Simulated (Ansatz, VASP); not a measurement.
Mo: VASP beside Ansatz

```
CELL_PARAMETERS angstrom
-1.58381 1.58381 1.58381
1.58381 -1.58381 1.58381
1.58381 1.58381 -1.58381
ATOMIC_POSITIONS crystal
Mo 0.00000 0.00000 0.00000
```

Alike in both runs: functional BLYP; k mesh 12 × 12 × 12; occupations fermi-dirac, width 0.05 eV; no spin polarisation.

|  | VASP | Ansatz |
| --- | --- | --- |
| version | VASP 6.6.1 | Ansatz 0.2.0 |
| potentials or method | VASP PAW PBE potentials, release 64 (Mo_sv), cutoff 520 eV | all-electron LAPW, scalar-relativistic |
| task | single point | band structure |

Ansatz gave:

| Property | Result |
| --- | --- |
| gap on the k mesh at the Fermi level (eV) | none |
| pressure (GPa) | 8.0 |

Problem. Which values does VASP return?

Solution. gap on the k mesh at the Fermi level (eV): none; pressure (GPa): 9.0.

A gap of «none» marks a metal or a gap that the smearing closes. Ansatz ran all-electron here, so the differences hold the error of VASP's frozen core and of both bases.

Caveats: the PAW data sets were made with another functional, which shifts forces and pressure a little (VASP).
